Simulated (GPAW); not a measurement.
Runs of GPAW 26.7.0 on MgSi. It takes space group P4/mmm (No. 123, tetragonal). Conventional cell: a = 2.908 Å, b = 2.908 Å, c = 4.103 Å, α = 90.00°, β = 90.00°, γ = 90.00°. Si (site symmetry 4/mmm) has 8 Mg at 2.90 Å and 4 Si at 2.91 Å as nearest neighbours. Mg (site symmetry 4/mmm) is surrounded by 8 Si at 2.90 Å and 4 Mg at 2.91 Å. The cell comes from a database or a generator and needn't be the stable form of this composition.

```tsv
task	level	potentials or basis	cell	k mesh	smearing	eigensolver	optimizer	fmax	max steps	convergence	gap on the mesh (eV)	pressure (GPa)	relaxed volume (Å³/atom)
relaxation of cell and atoms	BLYP+D3(BJ)	PAW data sets generated in the run's folder for this functional, pw	relaxed	9 × 9 × 7	fermi-dirac 0.05 eV	davidson	BFGS	0.02 eV/Å	60	density=1e-05 forces=0.0001	none	-0.1	16.32
band structure	LDA	the program's PAW data sets (release 1.2.1) made for this functional, pw	as given	7 × 7 × 5	fermi-dirac 0.05 eV	-	-	-	-	-	-	(a)	-
relaxation of cell and atoms	PBEsol+D3(BJ)	PAW data sets generated in the run's folder for this functional, pw	relaxed	8 × 8 × 6	fermi-dirac 0.05 eV	-	BFGS	0.02 eV/Å	60	density=1e-05 forces=0.0001	none	-0.1	16.16
relaxation of cell and atoms	PBEsol+D3(BJ)+ATM	PAW data sets generated in the run's folder for this functional, pw	relaxed	8 × 8 × 6	fermi-dirac 0.05 eV	-	BFGS	0.02 eV/Å	60	density=1e-05 forces=0.0001	none	0.0	16.28
relaxation of cell and atoms	PBEsol+D3	PAW data sets generated in the run's folder for this functional, pw	relaxed	8 × 8 × 6	fermi-dirac 0.05 eV	-	BFGS	0.02 eV/Å	60	density=1e-05 forces=0.0001	none	0.0	16.49
single point	PBEsol	PAW data sets generated in the run's folder for this functional, pw	as given	9 × 9 × 7	gaussian 0.1 eV	-	-	-	-	-	none	-1.4	-
band structure	PBEsol	PAW data sets generated in the run's folder for this functional, pw	as given	7 × 7 × 5	fermi-dirac 0.05 eV	-	-	-	-	-	-	(b)	-
relaxation of cell and atoms	PBEsol	PAW data sets generated in the run's folder for this functional, pw	relaxed	8 × 8 × 6	fermi-dirac 0.05 eV	-	BFGS	0.02 eV/Å	60	density=1e-05 forces=0.0001	none	0.0	16.95
relaxation of cell and atoms	BLYP	PAW data sets generated in the run's folder for this functional, pw	relaxed	9 × 9 × 7	fermi-dirac 0.05 eV	davidson	BFGS	0.02 eV/Å	60	density=1e-05 forces=0.0001	none	0.0	18.54
single point	PBEsol	PAW data sets generated in the run's folder for this functional, pw	as given	9 × 9 × 7	fermi-dirac 0.05 eV	-	-	-	-	-	none	-1.4	-
single point	PBEsol	PAW data sets generated in the run's folder for this functional, pw	as given	9 × 9 × 7	gaussian 0.05 eV	-	-	-	-	-	none	-1.4	-
```

Alike in all rows: no spin polarisation; cutoff (eV) 800.

Q: Fill in the values left out.

A: (a) -3.8; (b) -2.1.

Caveats: later steps reuse the first step's grids (some runs); pairwise dispersion overbinds metals, which lowers pressure and volume (some runs).

A k mesh can miss the band edges.

A gap of «none» marks a metal or a gap under the smearing width.

Not every run made on this cell is shown here.
